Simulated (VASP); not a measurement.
A run of VASP 6.6.1:

Contents of INCAR:

```
PREC = Accurate ; ENCUT = 520
EDIFF = 1E-7 ; ISMEAR = 0
SIGMA = 0.02 ; LREAL = False
LASPH = True ; NELM = 120
ALGO = Normal ; ISIF = 2
LWAVE = False ; LCHARG = False
ISPIN = 2 ; MAGMOM = 3 0
LORBIT = 11 ; LMAXMIX = 4
GGA = PE ; NBANDS = 18
```

File KPOINTS:

```
regular mesh
0
Gamma
  10 10 10
```

Contents of POSCAR:

```
CoO
1.0
    0.0000000000      2.1315000000      2.1315000000
    2.1315000000      0.0000000000      2.1315000000
    2.1315000000      2.1315000000      0.0000000000
Co O
1 1
Direct
    0.0000000000      0.0000000000      0.0000000000
    0.5000000000      0.5000000000      0.5000000000
```

Potentials or basis: VASP PAW PBE potentials, release 64 (Co, O).

Run with:

```bash
$ cat potpaw_PBE.64/Co/POTCAR potpaw_PBE.64/O/POTCAR > POTCAR
$ mpirun -np 1 vasp_std > vasp.out
```

Hardware: 1 thread of Intel(R) Xeon(R) Platinum 8488C (Sapphire Rapids) (shared host).

Question: Estimate the wall time of this run.

Answer: Run time: 40 s on 1 thread of Intel(R) Xeon(R) Platinum 8488C (Sapphire Rapids) (shared host), peak memory 0.15 GiB. Counts: scf iterations 17, k points 47.
